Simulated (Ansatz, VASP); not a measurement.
## One calculation of Li2S, two programs

```
CELL_PARAMETERS angstrom
0.00000 2.85400 2.85400
2.85400 0.00000 2.85400
2.85400 2.85400 0.00000
ATOMIC_POSITIONS crystal
Li 0.25000 0.25000 0.25000
Li 0.75000 0.75000 0.75000
S 0.00000 0.00000 0.00000
```

Alike in both runs: task electric field gradients; functional PBE; k mesh 7 × 7 × 7; occupations fermi-dirac, width 0.02 eV; no spin polarisation.

```csv
,VASP,Ansatz
version,VASP 6.6.1,Ansatz 0.2.0
potentials or method,"VASP PAW PBE potentials, release 64 (Li_sv, S), cutoff 520 eV","all-electron PAW with datasets made for the crystal, scalar-relativistic"
```

```tsv
	VASP	Ansatz	Ansatz less VASP
gap on the k mesh at the Fermi level (eV)	3.54	3.54	+0.002
Vzz of the field gradient on the site that differs most (V/Å²)	0.0	0.0	-0.01
```

Ansatz ran all-electron here, so the differences hold the error of VASP's frozen core and of both bases.

Caveats: an odd mesh through Γ misses points on the zone boundary, where band edges often lie. Expect the measured gap to be larger: semilocal functionals such as PBE lack the derivative discontinuity.
